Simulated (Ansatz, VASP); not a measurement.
# One calculation of HfO2, two programs

```
Hf O
1.0
     0.00000    2.55561    2.52207
     2.48852    0.00000    2.52207
     2.48852    2.55561    0.00000
Hf O
1 2
Direct
  0.00000 0.00000 0.00000
  0.25000 0.25000 0.25000
  0.75000 0.75000 0.75000
```

Change from the starting cell: normal strain along x -0.0133, normal strain along y +0.0133.

Alike in both runs: task single point; functional PBEsol; k mesh 8 × 8 × 8; occupations gaussian, width 0.05 eV; no spin polarisation.

|  | VASP | Ansatz |
| --- | --- | --- |
| version | VASP 6.6.1 | Ansatz 0.2.0 |
| potentials or method | VASP PAW PBE potentials, release 64 (Hf_pv, O) | scalar-relativistic, plane waves, PAW |
| plane-wave cutoff (eV) | 520 | 520 |
| valence electrons in the cell | 22 | 38 |

Ansatz gave:

```
gap on the k mesh at the Fermi level (eV)       : 3.51
least direct gap on the mesh (eV)               : 3.53
pressure (GPa)                                  : 0.1
largest component of the traceless stress (GPa) : 6.24
```

**Question.** Which values does VASP return?

**Answer.** gap on the k mesh at the Fermi level (eV): 3.52; least direct gap on the mesh (eV): 3.54; pressure (GPa): -3.7; largest component of the traceless stress (GPa): 6.35.

With one functional, cell and mesh, what is left measures potentials, basis and numerics. The two sets of potentials don't hold the same shells in valence. Ansatz warned: «pseudo_functional_mismatch».

Caveats: the PAW data sets were made with another functional, which shifts forces and pressure a little (VASP); spin-orbit coupling is left out, which moves the levels of the heavy elements. A k mesh can miss the band edges.
